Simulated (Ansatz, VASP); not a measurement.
# One calculation of S, two programs

Contents of INCAR:

```
ALGO = Normal
EDIFF = 1E-6
ENCUT = 520
GGA = PE
ISIF = 2
ISMEAR = -1
LASPH = True
LCHARG = False
LREAL = False
LWAVE = False
NBANDS = 9
NELM = 100
PREC = Accurate
SIGMA = 0.08
```

KPOINTS

```
k-points
0
Gamma
  16 16 16
```

POSCAR

```
S
1.0
    0.0000000000      1.9610829524      1.9610829524
    1.9610829524      0.0000000000      1.9610829524
    1.9610829524      1.9610829524      0.0000000000
S
1
Direct
    0.0000000000      0.0000000000      0.0000000000
```

Input for Ansatz:

```yaml
crystal:
  lattice:
    - [0.0, 1.9610829524, 1.9610829524]
    - [1.9610829524, 0.0, 1.9610829524]
    - [1.9610829524, 1.9610829524, 0.0]
  atoms:
    - { symbol: S, position: [0.0, 0.0, 0.0] }
kpoints:
  mp_grid: { grid: [16, 16, 16] }
scf:
  occupations: { method: fermi_dirac, width: 0.08 }
hamiltonian:
  xc: pbe
  pseudopotentials: { kind: paw }
output:
  forces: true
  stress: true
  eigenvalues: true
  populations: true
```

Change from the starting cell: volume scaled by 0.95, PAW files.

Alike in both runs: task single point; functional PBE; k mesh 16 × 16 × 16; occupations fermi-dirac, width 0.08 eV; no spin polarisation.

```csv
,VASP,Ansatz
version,VASP 6.6.1,Ansatz 0.2.0
potentials or method,"VASP PAW PBE potentials, release 64 (S)","PAW with Ansatz's default frozen-core files, scalar-relativistic"
plane-wave cutoff (eV),520,420
valence electrons in the cell,6,6
```

```tsv
	VASP	Ansatz	Ansatz less VASP
pressure (GPa)	4.4	4.6	+0.18
```

The functional is the same, so the differences come from potentials, cutoffs and numerics.
